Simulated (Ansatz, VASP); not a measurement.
Two plane-wave programs on ZnSe

Contents of INCAR:

```
  PREC = Accurate
  ENCUT = 520
  EDIFF = 1E-6
  ISMEAR = 0
  SIGMA = 0.05
  LREAL = F
  LASPH = T
  NELM = 60
  ALGO = Normal
  ISIF = 2
  LWAVE = F
  LCHARG = T
  GGA = PE
  LELF = T
  LVHAR = T
  NBANDS = 16
```

Contents of KPOINTS:

```
Automatic mesh
0
Gamma
  8 8 8
```

POSCAR

```
ZnSe
1.0
    0.0000000000      2.8659201403      2.6366465291
    2.8659201403      0.0000000000      2.6366465291
    2.8659201403      2.8659201403      0.0000000000
Zn Se
1 1
Direct
    0.0000000000      0.0000000000      0.0000000000
    0.7500000000      0.7500000000      0.7500000000
```

Input for Ansatz:

```yaml
crystal:
  lattice:
    - [0.0, 2.8659201403, 2.6366465291]
    - [2.8659201403, 0.0, 2.6366465291]
    - [2.8659201403, 2.8659201403, 0.0]
  atoms:
    - { symbol: Zn, position: [0.0, 0.0, 0.0] }
    - { symbol: Se, position: [0.75, 0.75, 0.75] }
basis:
  ecutwfc: 420
kpoints:
  mp_grid: { grid: [8, 8, 8] }
hamiltonian:
  xc: pbe
scf:
  occupations: { method: gaussian, width: 0.05 }
output:
  forces: true
  stress: true
  eigenvalues: true
```

Change from the starting cell: strain +0.000 along x and y, -0.080 along z, atoms carried along.

Alike in both runs: task single point; functional PBE; k mesh 8 × 8 × 8; occupations gaussian, width 0.05 eV; no spin polarisation.

|  | VASP | Ansatz |
| --- | --- | --- |
| version | VASP 6.6.1 | Ansatz 0.2.0 |
| potentials or method | VASP PAW PBE potentials, release 64 (Zn, Se) | scalar-relativistic, plane waves, PAW |
| plane-wave cutoff (eV) | 520 | 420 |
| valence electrons in the cell | 18 | 28 |

Ansatz gave:

* gap on the k mesh at the Fermi level (eV): 1.29
* least direct gap on the mesh (eV): 1.29
* pressure (GPa): 5.6
* largest component of the traceless stress (GPa): 1.46

Problem. Which values does VASP return?

Solution. gap on the k mesh at the Fermi level (eV): 1.30; least direct gap on the mesh (eV): 1.30; pressure (GPa): 5.8; largest component of the traceless stress (GPa): 1.44.

The two sets of potentials don't hold the same shells in valence.
